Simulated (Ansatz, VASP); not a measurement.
**Two plane-wave programs on WS2**

Contents of POSCAR:

```
WS2
1.0
    3.2045998594      0.0000000000      0.0000000000
   -1.6022999297      2.7752648871      0.0000000000
    0.0000000000      0.0000000000     17.0628366442
W S
1 2
Direct
    0.0000000000      0.0000000000      0.0000000000
    0.3333333333      0.6666666667      0.0920005100
    0.3333333333      0.6666666667      0.9079994900
```

File INCAR.step1:

```
  ALGO = Normal
  EDIFF = 1E-4
  ENCUT = 520
  GGA = PE
  ISMEAR = -1
  LASPH = T
  LCHARG = F
  LREAL = F
  LWAVE = T
  NBANDS = 20
  NELM = 60
  PREC = Accurate
  SIGMA = 0.05
```

INCAR.step2

```
  ALGO = Normal
  EDIFF = 1E-7
  ENCUT = 520
  ISIF = 2
  ISMEAR = -1
  ISTART = 1
  LASPH = T
  LCHARG = T
  LELF = T
  LMIXTAU = T
  LREAL = F
  LVHAR = T
  LWAVE = F
  METAGGA = R2SCAN
  NBANDS = 20
  NELM = 60
  PREC = Accurate
  SIGMA = 0.05
```

File KPOINTS:

```
k-points
0
Gamma
  10 10 2
```

input.yaml

```yaml
crystal:
  lattice:
    - [3.2045998594, 0.0, 0.0]
    - [-1.6022999297, 2.7752648871, 0.0]
    - [0.0, 0.0, 17.0628366442]
  atoms:
    - { symbol: W, position: [0.0, 0.0, 0.0] }
    - { symbol: S, position: [0.3333333333, 0.6666666667, 0.09200051] }
    - { symbol: S, position: [0.3333333333, 0.6666666667, 0.90799949] }
hamiltonian:
  xc: r2scan
  pseudopotentials: { kind: paw }
kpoints:
  mp_grid: { grid: [10, 10, 2] }
scf:
  occupations: { method: fermi_dirac, width: 0.05 }
output:
  forces: true
  stress: true
  eigenvalues: true
```

Alike in both runs: task single point; functional r2SCAN; k mesh 10 × 10 × 2; occupations fermi-dirac, width 0.05 eV; no spin polarisation.

```csv
,VASP,Ansatz
version,VASP 6.6.1,Ansatz 0.2.0
potentials or method,"VASP PAW PBE potentials, release 64 (W_sv, S)",Ansatz PAW
plane-wave cutoff (eV),520,500
valence electrons in the cell,26,26
```

```tsv
	VASP	Ansatz	Ansatz less VASP
gap on the k mesh at the Fermi level (eV)	2.04	2.03	-0.014
least direct gap on the mesh (eV)	2.22	2.22	-0.004
rms of the force components (eV/Å)	0.167	0.177	+0.0100
```

Atom by atom the forces differ by 0.010 eV/Å (rms over components).

Caveats: spin-orbit coupling is left out, which moves the levels of the heavy elements; the PAW data sets were made with another functional, which shifts forces and pressure a little (VASP); the PAW data sets come from PBE, with cores solved anew for the run's functional, which leaves a small shift of forces and pressure (Ansatz). r2SCAN opens gaps a little over a GGA but as a rule still falls short of measured ones.
